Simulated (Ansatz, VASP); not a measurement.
## CdIn2O4: VASP beside Ansatz

```xyz
14
Lattice="0.0000 4.6110 4.6110 4.6110 0.0000 4.6110 4.6110 4.6110 0.0000" Properties=species:S:1:pos:R:3 pbc="T T T"
Cd    6.9165    6.9165    6.9165
Cd    4.6110    4.6110    4.6110
In    1.1528    3.4583    3.4583
In    1.1528    1.1528    1.1528
In    3.4583    1.1528    3.4583
In    3.4583    3.4583    1.1528
O     3.3425    3.3425    3.3425
O     8.1851    5.6480    5.6480
O     5.6480    5.6480    8.1851
O     5.6480    8.1851    5.6480
O     5.8796    5.8796    3.3425
O     5.8796    3.3425    5.8796
O     8.1851    8.1851    8.1851
O     3.3425    5.8796    5.8796
```

Alike in both runs: functional PBE; k mesh 5 × 5 × 5; occupations fermi-dirac, width 0.02 eV; no spin polarisation.

Ansatz relaxed the structure, and its values are those at the end. VASP's run is a single point on that final structure, the one shown.

|  | VASP | Ansatz |
| --- | --- | --- |
| version | VASP 6.6.1 | Ansatz 0.2.0 |
| potentials or method | VASP PAW PBE potentials, release 64 (Cd, In_d, O) | plane-wave PAW, scalar-relativistic |
| plane-wave cutoff (eV) | 520 | 420 |
| valence electrons in the cell | 124 | 140 |

|  | VASP | Ansatz | Ansatz less VASP |
| --- | --- | --- | --- |
| gap on the k mesh at the Fermi level (eV) | 1.03 | 1.04 | +0.007 |
| pressure (GPa) | 4.8 | 4.1 | -0.71 |
| rms of the force components (eV/Å) | 0.026 | 0.009 | -0.0172 |

The functional is the same, so the differences come from potentials, cutoffs and numerics. The two sets of potentials don't hold the same shells in valence. Ansatz warned: «gradients_without_spin_orbit».

Caveats: spin-orbit coupling is left out, which moves the levels of the heavy elements; an odd mesh through Γ misses points on the zone boundary, where band edges often lie.
